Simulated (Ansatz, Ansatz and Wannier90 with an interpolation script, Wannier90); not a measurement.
# From a coarse GW mesh to bands everywhere: CdSe (Cadmoselite), part 2 of 3

Aim: the G0W0 bands of CdSe (Cadmoselite) along the symmetry lines, with the gap off the mesh.

Ansatz 0.2.0; r2SCAN, Wannier functions and G0W0, plane waves, PAW. Known limits of the many-body steps: not at the basis limit; no spin-orbit coupling.

So far. Step 2 (r2SCAN bands): The gap is direct, at Γ.

The database entry behind the starting cell differs from later determinations by our own check (inner coordinate of an old entry), so it need not match the best structure at ambient conditions.

### Step 4. Wannier functions by Wannier90 (Cd:5s Cd:4d Se:4p) on 12×12×8

Localised functions give a small Hamiltonian that interpolates between mesh points at no cost.

This step: maximally localised Wannier functions from the overlaps of r2SCAN states (plane waves, PAW).

Input file w.win:

```
num_iter = 1200
conv_tol = 1.0e-8
conv_window = 5
dis_num_iter = 4000
dis_conv_tol = 1.0e-8
dis_mix_ratio = 0.7
write_hr = true
use_ws_distance = false
num_print_cycles = 50
! ansatz wannier90 interface
! projections by site (counted from 0) and shell: 0 5S, 1 5S, 0 4D, 1 4D, 2 4P, 3 4P
! states of the run's bands (counted from 1): 1-44
num_bands = 44
num_wann  = 18
dis_win_min = -1.17
dis_win_max = 14.52
dis_froz_min = -1.17
dis_froz_max = 9.78
guiding_centres = true

begin unit_cell_cart
Ang
        4.300000002151735                      0.0                      0.0
      -2.1500000010758673        3.723909238136543                      0.0
                      0.0                      0.0                     7.02
end unit_cell_cart

begin atoms_frac
Cd        0.3333333333333333       0.6666666666666666                      0.0
Cd        0.6666666666666666       0.3333333333333333                      0.5
Se        0.3333333333333333       0.6666666666666666                    0.385
Se        0.6666666666666666       0.3333333333333333                    0.885
end atoms_frac

mp_grid = 12 12 8

[... the mesh's points ...]
```

Command:

```
OMP_NUM_THREADS=1 mpirun -n 8 wannier90.x w > wannier90.x.log
```

Numbers of over 12 decimals in the logs are rounded to 6 here.

Output:

```text
TEM
                                    ------

                              Lattice Vectors (Ang)
                    a_1     4.300000   0.000000   0.000000
                    a_2    -2.150000   3.723909   0.000000
                    a_3     0.000000   0.000000   7.020000

                   Unit Cell Volume:     112.40992  (Ang^3)

                        Reciprocal-Space Vectors (Ang^-1)
                    b_1     1.461206   0.843628  -0.000000
                    b_2     0.000000   1.687255   0.000000
                    b_3     0.000000  -0.000000   0.895041

 *----------------------------------------------------------------------------*
 |   Site       Fractional Coordinate          Cartesian Coordinate (Ang)     |
 +----------------------------------------------------------------------------+
 | cd   1   0.33333   0.66667   0.00000   |    0.00000   2.48261   0.00000    |
 | cd   2   0.66667   0.33333   0.50000   |    2.15000   1.24130   3.51000    |
 | se   1   0.33333   0.66667   0.38500   |    0.00000   2.48261   2.70270    |
 | se   2   0.66667   0.33333   0.88500   |    2.15000   1.24130   6.21270    |
 *----------------------------------------------------------------------------*
                                ------------
                                K-POINT GRID
                                ------------

             Grid size = 12 x 12 x  8      Total points = 1152

 *---------------------------------- MAIN ------------------------------------*
 |  Number of Wannier Functions               :                18             |
 |  Number of Objective Wannier Functions     :                18             |
 |  Number of input Bloch states              :                44             |
 |  Output verbosity (1=low, 5=high)          :                 1             |
 |  Timing Level (1=low, 5=high)              :                 1             |
 |  Optimisation (0=memory, 3=speed)          :                 3             |
 |  Length Unit                               :               Ang             |
 |  Post-processing setup (write *.nnkp)      :                 F             |
 |  Using Gamma-only branch of algorithms     :                 F             |
 *----------------------------------------------------------------------------*
 *------------------------------- WANNIERISE ---------------------------------*
 |  Total number of iterations                :              1200             |
 |  Number of CG steps before reset           :                 5             |
 |  Trial step length for line search         :             2.000             |
 |  Convergence tolerence                     :         0.100E-07             |
 |  Convergence window                        :                 5             |
 |  Iterations between writing output         :                50             |
 |  Iterations between backing up to disk     :               100             |
 |  Write r^2_nm to file                      :                 F             |
 |  Write xyz WF centres to file              :                 F             |
 |  Write on-site energies <0n|H|0n> to file  :                 F             |
 |  Use guiding centre to control phases      :                 T             |
 |  Use phases for initial projections        :                 F             |
 |  Iterations before starting guiding centres:                 0             |
 |  Iterations between using guiding centres  :                 1             |
 *----------------------------------------------------------------------------*
 *------------------------------- DISENTANGLE --------------------------------*
 |  Using band disentanglement                :                 T             |
 |  Total number of iterations                :              4000             |
 |  Mixing ratio                              :             0.700             |
 |  Convergence tolerence                     :         1.000E-08             |
 |  Convergence window                        :                 3             |
 *----------------------------------------------------------------------------*
 *-------------------------------- PLOTTING ----------------------------------*
 |  Plotting Hamiltonian in WF basis          :                 T             |
 *----------------------------------------------------------------------------*

 *---------------------------------- K-MESH ----------------------------------*
 +----------------------------------------------------------------------------+
 |                    Distance to Nearest-Neighbour Shells                    |
 |                    ------------------------------------                    |
 |          Shell             Distance (Ang^-1)          Multiplicity         |
 |          -----             -----------------          ------------         |
 |             1                   0.111880                      2            |
 |             2                   0.140605                      6            |
 |             3                   0.179685                     12            |
 |             4                   0.223760                      2            |
 |             5                   0.243534                      6            |
 |             6                   0.264269                     12            |
[...]
Initial State
  WF centre and spread    1  (  0.000000,  2.482606,  0.074288 )     4.30007424
  WF centre and spread    2  (  2.150000,  1.241303,  3.584288 )     4.30007424
  WF centre and spread    3  (  0.000000,  2.482606,  0.002386 )     0.70985354
  WF centre and spread    4  ( -0.000000,  2.473746,  0.006931 )     0.62056302
  WF centre and spread    5  (  0.000000,  2.491474,  0.006931 )     0.62056305
  WF centre and spread    6  (  0.000000,  2.482532, -0.013074 )     0.68955875
  WF centre and spread    7  ( -0.000000,  2.482679, -0.013074 )     0.68955870
  WF centre and spread    8  (  2.150000,  1.241303,  3.512386 )     0.70985354
  WF centre and spread    9  (  2.150000,  1.250163,  3.516931 )     0.62056302
  WF centre and spread   10  (  2.150000,  1.232436,  3.516931 )     0.62056305
[...]
Sum of centres and spreads ( 19.350000, 33.515183, 47.981529 )    30.94991705

      0     0.309E+02     0.0000000000       30.9499170461       8.90  <-- CONV
        O_D=      0.1568675 O_OD=      1.9447960 O_TOT=     30.9499170 <-- SPRD
 ------------------------------------------------------------------------------
 Cycle:      1
[...]
[... cut ...]
0.000000,  2.517674,  2.724332 )     2.47526185
[...]
Sum of centres and spreads ( 19.350000, 33.515183, 47.982198 )    30.40005560

    300    -0.218E-07     0.0001504907       30.4000556003      24.21  <-- CONV
        O_D=      0.1244280 O_OD=      1.4273742 O_TOT=     30.4000556 <-- SPRD
 Delta: O_D= -0.7161496E-07 O_OD=  0.4980457E-07 O_TOT= -0.2181039E-07 <-- DLTA
 ------------------------------------------------------------------------------
 Cycle:    350
[...]
Sum of centres and spreads ( 19.350000, 33.515183, 47.982198 )    30.40005214

    350    -0.217E-06     0.0001358247       30.4000521371      26.74  <-- CONV
        O_D=      0.1244117 O_OD=      1.4273870 O_TOT=     30.4000521 <-- SPRD
 Delta: O_D= -0.9785846E-06 O_OD=  0.7618785E-06 O_TOT= -0.2167061E-06 <-- DLTA
 ------------------------------------------------------------------------------
 Cycle:    400
[...]
Sum of centres and spreads ( 19.350000, 33.515183, 47.982198 )    30.40004972

    400    -0.199E-06     0.0001617024       30.4000497202      29.23  <-- CONV
        O_D=      0.1244001 O_OD=      1.4273962 O_TOT=     30.4000497 <-- SPRD
 Delta: O_D= -0.1206561E-05 O_OD=  0.1007202E-05 O_TOT= -0.1993589E-06 <-- DLTA
 ------------------------------------------------------------------------------
 Cycle:    450
[...]
Sum of centres and spreads ( 19.350000, 33.515183, 47.982198 )    30.40004695

    450    -0.296E-07     0.0000861749       30.4000469451      31.75  <-- CONV
        O_D=      0.1243873 O_OD=      1.4274061 O_TOT=     30.4000469 <-- SPRD
 Delta: O_D= -0.1380169E-06 O_OD=  0.1083828E-06 O_TOT= -0.2963414E-07 <-- DLTA
 ------------------------------------------------------------------------------
 Cycle:    500
[...]
Sum of centres and spreads ( 19.350000, 33.515183, 47.982199 )    30.40004284

    500    -0.204E-07     0.0001099161       30.4000428354      34.27  <-- CONV
        O_D=      0.1243678 O_OD=      1.4274215 O_TOT=     30.4000428 <-- SPRD
 Delta: O_D= -0.7863814E-07 O_OD=  0.5828541E-07 O_TOT= -0.2035273E-07 <-- DLTA
 ------------------------------------------------------------------------------
 Cycle:    550
[...]
Sum of centres and spreads ( 19.350000, 33.515183, 47.982199 )    30.40004059

    550    -0.355E-10     0.0000783539       30.4000405856      36.70  <-- CONV
        O_D=      0.1243571 O_OD=      1.4274300 O_TOT=     30.4000406 <-- SPRD
 Delta: O_D= -0.1562495E-09 O_OD=  0.1207758E-09 O_TOT= -0.3547029E-10 <-- DLTA
 ------------------------------------------------------------------------------
 Cycle:    600
[...]
Sum of centres and spreads ( 19.350000, 33.515183, 47.982199 )    30.40003378

    600    -0.234E-06     0.0005410802       30.4000337782      39.11  <-- CONV
        O_D=      0.1243243 O_OD=      1.4274559 O_TOT=     30.4000338 <-- SPRD
 Delta: O_D= -0.2404205E-06 O_OD=  0.6022652E-08 O_TOT= -0.2343978E-06 <-- DLTA
 ------------------------------------------------------------------------------

             <<<     Delta < 1.000E-08  over  5 iterations     >>>
             <<< Wannierisation convergence criteria satisfied >>>

 Final State
[...]
WF centre and spread   14  ( -0.000000,  2.447992,  2.724298 )     2.47537042
  WF centre and spread   15  (  0.000000,  2.517803,  2.724331 )     2.47525415
  WF centre and spread   16  (  2.150000,  1.241477,  6.186880 )     2.51124504
  WF centre and spread   17  (  2.150000,  1.275917,  6.234298 )     2.47537042
  WF centre and spread   18  (  2.150000,  1.206107,  6.234331 )     2.47525415
  Sum of centres and spreads ( 19.350000, 33.515183, 47.982199 )    30.40002580

         Spreads (Ang^2)       Omega I      =    28.848253487
        ================       Omega D      =     0.124285633
                               Omega OD     =     1.427486680
    Final Spread (Ang^2)       Omega Total  =    30.400025801
 ------------------------------------------------------------------------------

 Writing checkpoint file w.chk... done

 *---------------------------------------------------------------------------*
 |                               PLOTTING                                    |
 *---------------------------------------------------------------------------*

 *===========================================================================*
 |                             TIMING INFORMATION                            |
 *===========================================================================*
 |    Tag                                                Ncalls      Time (s)|
 |---------------------------------------------------------------------------|
 |kmesh: get                                        :         1         0.258|
 |overlap: read                                     :         1         9.922|
 |dis: main                                         :         1         9.018|
 |wann: main                                        :         1        31.441|
 |plot: main                                        :         1         0.642|
 *---------------------------------------------------------------------------*
 All done: wannier90 exiting
```

Elapsed: 54 s, on 8 MPI ranks of Arm Neoverse V2, shared host; 7.2 min of CPU time.

Numbers from this step:

```
gauge-invariant spread     : 28.85 Å²
diagonal spread            : 0.1243 Å²
off-diagonal spread        : 1.427 Å²
total spread               : 30.40 Å²
disentanglement steps      : 266
r.m.s. interpolation error : 3.87e-4 eV
r.m.s. error near the gap  : 8.21e-4 eV
```

Near the gap the model misses directly solved bands by 0.8 meV r.m.s. and by 13 meV at most in the window tested. This tests the starting bands, not the corrections carried with them.

Wannier functions, by row:

```csv
function,x (Å),y (Å),z (Å),spread (Å²),nearest atom,distance (Å)
1,0,2.483,0.077,4.43,Cd1,0.077
2,2.15,1.241,3.587,4.43,Cd2,0.077
3,0,2.483,-0.008,0.705,Cd1,0.008
4,0,2.474,0.014,0.619,Cd1,0.016
5,0,2.492,0.014,0.619,Cd1,0.016
6,0,2.472,-0.013,0.683,Cd1,0.017
7,0,2.493,-0.013,0.683,Cd1,0.017
8,2.15,1.241,3.502,0.705,Cd2,0.008
9,2.15,1.25,3.524,0.619,Cd2,0.016
10,2.15,1.232,3.524,0.619,Cd2,0.016
11,2.15,1.252,3.497,0.683,Cd2,0.017
12,2.15,1.231,3.497,0.683,Cd2,0.017
13,0,2.482,2.677,2.511,Se3,0.026
14,0,2.448,2.724,2.475,Se3,0.041
15,0,2.518,2.724,2.475,Se3,0.041
16,2.15,1.241,6.187,2.511,Se4,0.026
17,2.15,1.276,6.234,2.475,Se4,0.041
18,2.15,1.206,6.234,2.475,Se4,0.041
```

Frozen up to 2.60 eV; above it the model need not follow the bands. Electronic bands along the path, in eV, zero at the valence-band top:

```csv
point,band 33,band 34,band 35,band 36,band 37,band 38
Γ,-0.72,-0.01,0.00,0.00,1.20,2.60
halfway,-2.12,-1.36,-0.45,-0.43,3.12,4.21
M,-2.59,-1.88,-1.25,-0.84,3.76,4.31
halfway,-2.68,-2.17,-1.42,-1.33,4.46,4.98
K,-3.12,-1.81,-1.81,-1.81,5.30,5.30
halfway,-2.51,-1.70,-0.76,-0.57,3.57,4.61
Γ,-0.72,-0.01,0.00,0.00,1.20,2.60
halfway,-0.62,-0.62,-0.11,-0.11,2.15,2.71
A,-0.37,-0.37,-0.37,-0.37,2.91,2.91
halfway,-1.35,-1.35,-0.92,-0.92,4.13,4.13
L,-1.40,-1.40,-1.30,-1.30,3.90,3.90
halfway,-2.05,-2.05,-1.14,-1.14,4.36,4.36
H,-2.53,-2.53,-1.07,-1.07,4.71,4.71
halfway,-1.39,-1.39,-1.22,-1.22,4.41,4.41
A,-0.37,-0.37,-0.37,-0.37,2.91,2.91
jump to L,-1.40,-1.40,-1.30,-1.30,3.90,3.90
halfway,-2.11,-1.75,-1.07,-1.01,3.69,4.24
M,-2.59,-1.88,-1.25,-0.84,3.76,4.31
jump to H,-2.53,-2.53,-1.07,-1.07,4.71,4.71
halfway,-2.95,-2.04,-1.44,-1.44,4.98,4.98
K,-3.12,-1.81,-1.81,-1.81,5.30,5.30
```

The same for Kohn-Sham, solved directly:

```csv
point,band 33,band 34,band 35,band 36,band 37,band 38
Γ,-0.72,-0.01,0.00,0.00,1.20,2.60
M,-2.59,-1.88,-1.25,-0.84,3.69,3.70
K,-3.12,-1.81,-1.81,-1.81,4.66,5.30
Γ,-0.72,-0.01,0.00,0.00,1.20,2.60
A,-0.37,-0.37,-0.37,-0.37,2.81,2.81
L,-1.40,-1.40,-1.30,-1.30,3.40,3.40
H,-2.53,-2.53,-1.07,-1.07,4.29,4.29
A,-0.37,-0.37,-0.37,-0.37,2.81,2.81
L,-1.40,-1.40,-1.30,-1.30,3.40,3.40
M,-2.59,-1.88,-1.25,-0.84,3.69,3.70
H,-2.53,-2.53,-1.07,-1.07,4.29,4.29
K,-3.12,-1.81,-1.81,-1.81,4.66,5.30
```

### Step 5. G0W0 at every point of the mesh: 6×6×4 mesh, 468 empty bands, screening to 150 eV

G0W0 replaces the xc potential by the self-energy, built once from these orbitals. Only a window of levels is corrected, while the sums run over the empty bands that the input names.

This step: G0W0 on r2SCAN, plane waves, PAW.

Input file input.yaml:

```yaml
crystal:
  lattice:
    - [4.3, 0.0, 0.0]
    - [-2.15, 3.72390924, 0.0]
    - [0.0, 0.0, 7.02]
  atoms:
    - { symbol: Cd, position: [0.33333333, 0.66666667, 0.0] }
    - { symbol: Cd, position: [0.66666667, 0.33333333, 0.5] }
    - { symbol: Se, position: [0.33333333, 0.66666667, 0.385] }
    - { symbol: Se, position: [0.66666667, 0.33333333, 0.885] }
kpoints:
  mp_grid: { grid: [6, 6, 4] }
hamiltonian:
  xc: r2scan
scf:
  occupations: { method: fixed }
gw:
  n_empty_bands: 468
  ecut_chi: 150.0
  qp_bands: [v16, c2]
  screening: { model: contour_deformation }
```

Command:

```
ansatz run input.yaml --threads 8 --pin off --max-ram 18432MiB --backend cpu --events-out ev --progress --plain --runs-dir out
```

Output:

```text
[...]
Crystal: 4 atoms, lattice volume = 112.410 Å³
Basis set: ecut = 500 eV, 2863 PW (Γ), exchange–correlation on 128×128×216 points (64 copies of the dense FFT grid, shifted against one another)
Bands: 44, of which v1, the nominal top of the filled ones, is band 36 counted from 1 (35 counted from 0)
Symmetry: 12 space group operations
[...]
k-points: 21 of 144 (time reversal used)
[...]
SCF iter   1: F=—  HF=-27495.619109 eV  |F-HF|=—  |Δ(HF+E_count)|=         —  Δρ=5.29e-3  dr2=1.98e-2  dr2_τ=3.10e-2  ethr=1.77e-3  ⟨swp⟩=4.9  Hψ=2822  notcnv=0  defer=124
[...]
SCF iter   7: F=-27495.637727 eV  HF=-27495.637727 eV  |F-HF|=1.12e-8  |Δ(HF+E_count)|=   1.67e-7  Δρ=4.09e-6  dr2=1.93e-8  dr2_τ=8.11e-10  ethr=1.39e-10  ⟨swp⟩=8.1  Hψ=3349  notcnv=0
SCF 1 converged in 7 iterations: F = -27495.637727 eV  dr2 = 1.93e-8
[...]
G₀W₀ screening: q 1/21
[... further progress lines ...]
SCF converged after 7 iterations
Free energy (F): -27495.637727 eV
[...]
Internal energy: -27495.637727 eV  (E = F + TS)
E sigma→0 (E₀):  -27495.637727 eV
Fermi energy:    7.180964 eV
[...]
--- Band table (eV; the first three rows and the last of 21) ---
  k-point 0: bands = [... 32 lower, 6.4593, 7.1678, 7.1810, 7.1810, 8.3777, 9.7801, 13.5940, 13.5940, ... 4 higher]
  k-point 1: bands = [... 32 lower, 6.5585, 6.5585, 7.0682, 7.0682, 9.3272, 9.8867, 13.3902, 13.6695, ... 4 higher]
  k-point 2: bands = [... 32 lower, 6.8066, 6.8066, 6.8066, 6.8066, 9.9902, 9.9902, 13.4645, 13.4645, ... 4 higher]
  k-point 20: bands = [... 32 lower, 4.6553, 4.6553, 6.1074, 6.1074, 11.4668, 11.4668, 13.4055, 13.4055, ... 4 higher]
--- G₀W₀: contour deformation, 7 samples at zero and on the imaginary axis and 4 off it, 144 q-points, 468 empty bands' worth ---
  eigenvalues of the whole cell's RPA ε∞ on this k-mesh (on a slab, of 1 + 4πα/V) = 6.4376, 6.6704, 6.6704; static W/v taken at q = 0 is 0.151391
    ik  band        ε_KS         Σx   Σc(E_QP)       V_xc       Z   E_QP_lin       E_QP  E_QP is
     0    21     -1.0195   -36.9470     6.2048   -29.8081  0.7139    -1.9933    -1.9535  root
     0    22     -1.0195   -36.9470     6.2048   -29.8081  0.7139    -1.9933    -1.9535  root
     0    23     -0.9594   -37.1730     6.2015   -30.0310  0.7157    -1.9413    -1.8999  root
     0    24     -0.9594   -37.1730     6.2015   -30.0310  0.7157    -1.9413    -1.8999  root
     0    25     -0.9561   -37.1240     6.2123   -29.9600  0.7161    -1.9510    -1.9077  root
     0    26     -0.6406   -38.3397     6.1796   -31.1638  0.7250    -1.6963    -1.6369  root
     0    27     -0.6406   -38.3397     6.1796   -31.1638  0.7250    -1.6963    -1.6369  root
     0    28     -0.5774   -38.6241     6.1994   -31.4312  0.7256    -1.6301    -1.5709  root
     0    29     -0.5774   -38.6241     6.1994   -31.4312  0.7256    -1.6301    -1.5709  root
     0    30     -0.2833   -38.0858     6.1086   -31.0461  0.7228    -1.2589    -1.2143  root
     0    31      2.9126   -16.2874     2.9654   -12.7003  0.6855     2.2772     2.2909  root
     0    32      6.4593   -19.1014     1.8750   -16.6543  0.7631     5.8768     5.8873  root
     0    33      6.4593   -19.1014     1.8750   -16.6543  0.7631     5.8768     5.8873  root
     0    34      7.1678   -19.4070     1.6175   -17.2875  0.7678     6.6587     6.6659  root
[...]
20    34      4.6553   -16.9890     2.3828   -13.9456  0.7379     3.9744     3.9947  root
    20    35      6.1074   -18.2672     1.9482   -15.7288  0.7575     5.5055     5.5174  root
    20    36      6.1074   -18.2672     1.9482   -15.7288  0.7575     5.5055     5.5174  root
    20    37     11.4668    -7.9824    -4.0224   -12.2014  0.7897    11.6644    11.6634  root
    20    38     11.4668    -7.9824    -4.0224   -12.2014  0.7897    11.6644    11.6634  root
```

The job ended after 50 min (8 threads; peak memory 6.2 GiB; 6.3 h of CPU time).

Numbers from this step:

| Item | Value |
| --- | --- |
| bands summed | 504 |
| RPA ε∞ on this mesh (eigenvalues) | 6.438, 6.670, 6.670 |
| plane waves in the screening matrix | 465 |
| q-points in the mesh | 144 |
| G0W0 gap on the mesh | 1.740 eV |
| k of the valence top | 0, 0, 0 |
| k of the conduction bottom | 0, 0, 0 |
| starting gap on the mesh | 1.197 eV |
| Z at the valence top | 0.7689 |
| Z at the conduction bottom | 0.8033 |
| least direct G0W0 gap on the computed points | 1.740 eV |

The gap on the mesh goes from 1.20 eV to 1.74 eV, a correction of +0.54 eV. Between the two edge states, bare exchange in place of the xc potential would open the gap by 5.66 eV, and correlation takes back 5.11 eV.

(Part 2 of 3 ends here.)

[Paths, hosts, dates, memory and timing lines, banners, echoed tables and standing remarks are left out of the program output.]

[Logs are printed without paths, hosts, clocks, repeated set-up lines and the standing remarks that a program may print on its own settings, such as how far it seeks lower states.]

[Runs of the session that timed out or met a known fault of the program may be left out.]

[Hosts, paths, dates, database ids (printed as entryN), source tags and the programs' standing remarks are cut or masked in the printed files.]
